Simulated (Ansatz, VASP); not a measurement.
**GaN in two plane-wave programs**

Aim: how closely do two programs agree when they are given the same cell, functional and k mesh? The cell is taken from a series of runs on this material, whose earlier steps may have relaxed, scaled, displaced or heated it; both programs get it as it stands.

Method: plane waves, with VASP 6.6.1 beside it; zone-centre phonons at LDA, in Ansatz 0.2.0.

**1. The starting structure**

It takes space group I-4m2 (No. 119, tetragonal). Conventional cell: a = 3.276 Å, b = 3.276 Å, c = 4.249 Å, α = 90.00°, β = 90.00°, γ = 90.00°. Nearest to N lie 4 Ga at 1.95 Å. Ga has 4 N at 1.95 Å nearest. Farther neighbours and most contacts between anions are not listed.

**2. Ansatz: zone-centre phonons, LDA**

Ansatz runs on its PAW soft_1 files.

Second derivatives magnify differences that forces hide, and they need a tight electronic threshold.

File input.yaml:

```yaml
crystal:
  lattice:
    - [0.0, 2.3167066114, 2.1245559113]
    - [2.3167066114, 0.0, 2.1245559113]
    - [2.3167066114, 2.3167066114, 0.0]
  atoms:
    - { symbol: "N", position: [0.25, 0.25, 0.25] }
    - { symbol: Ga, position: [0.0, 0.0, 0.0] }
kpoints:
  mp_grid: { grid: [12, 12, 12] }
hamiltonian:
  xc: lda
  pseudopotentials: { kind: paw, azcp: { folder: soft_1 }, xc_functional: pbe }
scf:
  occupations: { method: fixed }
output:
  eigenvalues: true
phonons:
  method: dfpt
  dielectric: true
  rigid_motions: translations
```

Command:

```bash
ansatz run input.yaml --threads 4 --pin off --max-ram 10240MiB --backend cpu --events-out ev --progress --plain --runs-dir out
```

Numbers of over 12 decimals in the logs are rounded to 6 here.

What it wrote:

```text
Engine: ansatz 0.2.0, x86_64-unknown-linux-gnu
Pseudopotentials: kind: paw
Pseudopotential: N, paw, valence charge 5, recommended cutoff 420 eV (normal), soft_1/N.paw.azcp
Pseudopotential: Ga, paw, valence charge 13, recommended cutoff 420 eV (normal), soft_1/Ga.paw.azcp
Functional definition: SPW92
  exchange = slater_x
  correlation = pw_c
Crystal: 2 atoms, lattice volume = 22.806 Å³
Basis set: ecut = 420 eV, 451 PW (Γ), exchange–correlation on 48×48×48 points (8 copies of the dense FFT grid, shifted against one another)
Bands: 13, of which v1, the nominal top of the filled ones, is band 9 counted from 1 (8 counted from 0)
Symmetry: 8 space group operations
k-points: 868 of 1728 (irreducible under 1 space group operation, time reversal used)
Non-local potential: N, projectors of the file, l = 0: 2, l = 1: 2, l = 2: 1
Non-local potential: Ga, projectors of the file, l = 0: 2, l = 1: 2, l = 2: 3, l = 3: 1
PAW form: soft (Blöchl's): semilocal exchange-correlation on the pseudo side does not see the compensation charge
PAW frozen core: N, regenerated for the run's functional, and the local potential with it (the file was generated under x = pbe(κ = 0.804, μ = 0.219515), c = pbe(β = 0.066725))
PAW frozen core: Ga, regenerated for the run's functional, and the local potential with it (the file was generated under x = pbe(κ = 0.804, μ = 0.219515), c = pbe(β = 0.066725))
PAW one-centre angular grid: N, 110 points (default); XC on 64 Gauss nodes
PAW one-centre angular grid: Ga, 590 points (default); XC on 64 Gauss nodes
Initial density: superposition of atomic densities (chi_scale 0.1, normalization cell, long waves kept (reshape's long-wave potential 0.00 eV rms))
Initial wavefunctions: pseudopotential atomic-orbital guess
Functional: x = slater, c = lda
SCF iter   1: F=—  HF=-4082.629535 eV  |F-HF|=—  |Δ(HF+E_count)|=         —  Δρ=1.02e-1  dr2=2.07e0  ethr=3.10e-3  ⟨swp⟩=4.0  Hψ=50443  notcnv=0  defer=1253
preconditioner: auto → none  [insulator: Δε(μ)=2.365 eV  Ē_g=19.063 eV  n_scr=8 (ndim 8)  ℏωp=33.0 eV  f_vac=0.000  ε∞_Penn≈4.0]
SCF iter   2: F=—  HF=-4082.161478 eV  |F-HF|=—  |Δ(HF+E_count)|=   4.68e-1  Δρ=5.77e-2  dr2=4.74e-1  ethr=3.10e-3  ⟨swp⟩=2.1  Hψ=25700  notcnv=0  defer=651
SCF iter   3: F=—  HF=-4082.045061 eV  |F-HF|=—  |Δ(HF+E_count)|=   1.16e-1  Δρ=1.86e-2  dr2=4.12e-2  ethr=2.63e-3  ⟨swp⟩=2.0  Hψ=15694  notcnv=0  defer=1732
SCF iter   4: F=—  HF=-4082.035768 eV  |F-HF|=—  |Δ(HF+E_count)|=   9.29e-3  Δρ=7.94e-3  dr2=6.18e-3  ethr=2.29e-4  ⟨swp⟩=2.0  Hψ=22507  notcnv=0  defer=1736
SCF iter   5: F=—  HF=-4082.032825 eV  |F-HF|=—  |Δ(HF+E_count)|=   2.94e-3  Δρ=1.00e-3  dr2=6.85e-5  ethr=3.43e-5  ⟨swp⟩=2.0  Hψ=20447  notcnv=0  defer=1736
SCF iter   6: F=—  HF=-4082.032802 eV  |F-HF|=—  |Δ(HF+E_count)|=   2.39e-5  Δρ=1.32e-4  dr2=1.93e-6  ethr=3.81e-7  ⟨swp⟩=2.0  Hψ=17796  notcnv=0  defer=1091
SCF iter   7: F=—  HF=-4082.032801 eV  |F-HF|=—  |Δ(HF+E_count)|=   1.27e-7  Δρ=1.74e-5  dr2=3.28e-8  ethr=1.07e-8  ⟨swp⟩=2.1  Hψ=18801  notcnv=0
SCF iter   8: F=—  HF=-4082.032801 eV  |F-HF|=—  |Δ(HF+E_count)|=   5.88e-9  Δρ=7.85e-7  dr2=1.10e-10  ethr=1.82e-10  ⟨swp⟩=2.8  Hψ=19097  notcnv=0
SCF iter   9: F=-4082.032801 eV  HF=-4082.032801 eV  |F-HF|=0.00e0  |Δ(HF+E_count)|=  2.86e-11  Δρ=5.47e-8  dr2=5.82e-13  ethr=1.00e-12  ⟨swp⟩=6.0  Hψ=58759  notcnv=0
SCF 1 converged in 9 iterations: F = -4082.032801 eV  dr2 = 5.82e-13
  greatest PAW one-centre occupation: 0.996 electrons in one spin orbital (limit 2), on the Ga atom at site 1 (counted from 0), in its partial waves of l = 2
NSCF: frozen V_eff on 3 k-points
DFPT response loops at Γ: preconditioner auto → none (the input reference at scf.mixing.eps_inf says where Resta's filter doesn't serve); β = 0.50; Broyden in place of MSR1
── the response to a field inside a basis, on 12×12×12 k-points: an SCF that follows is theirs, and a resumed run solves both again ──
Bands: 10, of which v1, the nominal top of the filled ones, is band 9 counted from 1 (8 counted from 0)
k-points: 468 of 1728 (irreducible under 2 space group operations, time reversal used)
Initial density: handed on by an earlier stage of this run
Initial wavefunctions: pseudopotential atomic-orbital guess (no wavefunctions were taken with the density)
Eigensolver: Dense (468 Hₖ)
SCF iter   1: F=—  HF=-4082.035009 eV  |F-HF|=—  |Δ(HF+E_count)|=         —  Δρ=4.92e-4  dr2=9.65e-6  ethr=1.00e-1
preconditioner: auto → none  [insulator: Δε(μ)=1.804 eV  Ē_g=15.201 eV  n_scr=8 (ndim 8)  ℏωp=33.0 eV  f_vac=0.000  ε∞_Penn≈5.7]
SCF iter   2: F=—  HF=-4082.035008 eV  |F-HF|=—  |Δ(HF+E_count)|=   1.12e-6  Δρ=2.70e-4  dr2=4.63e-6  ethr=5.36e-8
SCF iter   3: F=—  HF=-4082.035009 eV  |F-HF|=—  |Δ(HF+E_count)|=   1.19e-6  Δρ=1.14e-4  dr2=2.63e-6  ethr=2.57e-8
SCF iter   4: F=-4082.035008 eV  HF=-4082.035008 eV  |F-HF|=7.45e-9  |Δ(HF+E_count)|=   1.11e-6  Δρ=1.40e-5  dr2=1.79e-8  ethr=1.46e-8
SCF 1 converged in 4 iterations: F = -4082.035008 eV  dr2 = 1.79e-8
DFPT response loops at Γ: mixed as the last ones told, above
WARN: field response: ε∞ stands inside a basis, on 12×12×12 points; the force constants stand on the 12×12×12 k-mesh, whose period is 13.25 times the interband length at k = (0.0000, 0.0000, 0.0000), direct gap 1.510 eV, under 14: take them and everything formed from them as unconverged, and compare with a denser kpoints.mp_grid
SCF converged after 9 iterations
Free energy (F): -4082.032801 eV
Harris-Foulkes:  -4082.032801 eV  (|F-HF|=0.00e0)
Internal energy: -4082.032801 eV  (E = F + TS)
E sigma→0 (E₀):  -4082.032801 eV
Fermi energy:    9.555654 eV
--- Per-component energies (eV) ---
  E_band       = -12.407521
  E_kinetic    = 240.342986
  E_local      = -1412.015229  (includes V_loc(G=0)·N_el)
  E_nonlocal   = -51.948878
  E_hartree    = 890.806830
  E_xc         = -121.320156
  E_vxc        = -130.764595  (∫ρ·V_xc dr)
  E_paw        = -2039.119050  (= ΣΔE_a)
  E_vpaw       = -439.636175  (= ΣTr[D̂ρ^β])
  E_aug_tail   = 0.000691  (compensation charges beyond the density's cutoff)
  E_ewald      = -1590.588521
  E_core_change = 1.808525  (= ΣΔE_core)
  E_smearing   = -0.000000  (= −TS)
  E_closure    = -0.000000  (closes the sum)
  Σ components = -4082.032801   (vs F -4082.032801, Δ=0.00e0)
--- Band table (eV; the first three rows and the last of 868) ---
  k-point 0: bands = [... 5 lower, -3.9540, 9.2049, 9.2049, 9.5557, 11.0657, 19.3609, 19.6059, 19.6059]
  k-point 1: bands = [... 5 lower, -3.9555, 8.4778, 9.1150, 9.3920, 11.7225, 19.0178, 19.6757, 19.6995]
  k-point 2: bands = [... 5 lower, -3.9552, 7.0382, 8.8801, 9.2150, 12.6515, 18.2795, 19.7493, 20.0749]
  k-point 867: bands = [... 5 lower, -2.5537, 2.2115, 8.0421, 8.6396, 13.7146, 17.9746, 18.9414, 20.4133]
--- Phonons (Γ-DFPT): 4 representative perturbations + reference, on 868 of 1728 k-points (Σ response iterations 12) ---
  k mesh reduced under 1 symmetry operation, with k and −k counted as one. Each operation leaves every solved perturbation unchanged. A smaller set is not considered because the run solves the response to a homogeneous field
  ASR residual: 2.226e-5 → 0.000e0 eV/Å²; symmetrization residual: 2.555e-6 eV/Å²
  ASR residual per site (eV/Å²): 2.23e-5 1.93e-5
  Γ frequencies (cm⁻¹): 0.00 0.00 0.00 506.87 528.66 528.66
  ε∞ (high-frequency dielectric tensor):
        6.059636     0.000000     0.000000
        0.000000     6.059636     0.000000
        0.000000     0.000000     5.938566
  ε⁰ (static dielectric tensor: ions relaxed, cell fixed):
       10.952598     0.000000     0.000000
        0.000000    10.952598    -0.000000
        0.000000    -0.000000    10.644802
  ε⁰ − ε∞ (ionic part):
        4.892961     0.000000     0.000000
        0.000000     4.892961    -0.000000
        0.000000    -0.000000     4.706236
  softest optical mode at Γ: 506.87 cm⁻¹; the repairs (sum rule, projections) moved no ω² at Γ by more than (0.85 cm⁻¹)²
  Born effective charges Z* (e; rows j = field, columns β = displacement):
    site 0:
        -2.71887   -0.00000   -0.00000
        -0.00000   -2.71887   -0.00000
         0.00000   -0.00000   -2.55661
    site 1:
         2.71887    0.00000    0.00000
         0.00000    2.71887    0.00000
         0.00000    0.00000    2.55661
  Z* charge neutrality: 6.306e-4 e pre-enforcement
  solved inside a basis spanned on kpoints, on 12×12×12 k-points, its susceptibility summed on 16×16×16: ε∞ is read to err by 1.8e-2, Z* by 1.4e-2 e (field_mesh: kpoints solves on kpoints); Z* is corrected for what the basis lacks
  optical modes at Γ without the LO–TO term, one row a degenerate level:
      ω (cm⁻¹)  modes    IR ((D/Å)²/amu)
        506.87      1            12.9286
        528.66      2            29.2434
  optical modes at Γ + LO–TO along q̂ = [1.0000, 0.0000, 0.0000]:
      ω (cm⁻¹)  modes    IR ((D/Å)²/amu)
        506.87      1            12.9286
        528.66      1            14.6217
        710.74      1            14.6217
  optical modes at Γ + LO–TO along q̂ = [0.0000, 1.0000, 0.0000]:
      ω (cm⁻¹)  modes    IR ((D/Å)²/amu)
        506.87      1            12.9286
        528.66      1            14.6217
        710.74      1            14.6217
  optical modes at Γ + LO–TO along q̂ = [0.0000, 0.0000, 1.0000]:
      ω (cm⁻¹)  modes    IR ((D/Å)²/amu)
        528.66      2            29.2434
        678.62      1            12.9286
```

[end of part 1 of 2]

[Lines on the potential files, build, host, timing and source positions are cut from VASP's logs without a mark.]

[Logs are printed without paths, hosts, clocks, repeated set-up lines and the standing remarks that a program may print on its own settings, such as how far it seeks lower states.]

[Hosts, paths, dates, database ids (printed as entryN), source tags and the programs' standing remarks are cut or masked in the printed files.]
